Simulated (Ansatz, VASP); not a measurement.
One calculation of Si2Mo, two programs

```
CELL_PARAMETERS angstrom
-1.58927 1.58927 3.89804
1.58927 -1.58927 3.89804
1.58927 1.58927 -3.89804
ATOMIC_POSITIONS crystal
Si 0.33461 0.33461 0.00000
Si 0.66539 0.66539 0.00000
Mo 0.00000 0.00000 0.00000
```

Alike in both runs: functional PBE; dispersion D3(BJ); k mesh 18 × 18 × 18; occupations gaussian, width 0.1 eV; no spin polarisation.

Ansatz relaxed the structure, and its values are those at the end. VASP's run is a single point on that final structure, the one shown.

|  | VASP | Ansatz |
| --- | --- | --- |
| version | VASP 6.6.1 | Ansatz 0.2.0 |
| potentials or method | VASP PAW PBE potentials, release 64 (Si, Mo_sv) | scalar-relativistic, plane waves, PAW |
| plane-wave cutoff (eV) | 520 | 420 |
| valence electrons in the cell | 22 | 22 |

```csv
,VASP,Ansatz,Ansatz less VASP
gap on the k mesh at the Fermi level (eV),none,none,-
pressure (GPa),0.2,0.0,-0.18
```

A gap of «none» marks a metal or a gap that the smearing closes.

Caveats: pairwise dispersion overbinds metals, which lowers pressure and volume.
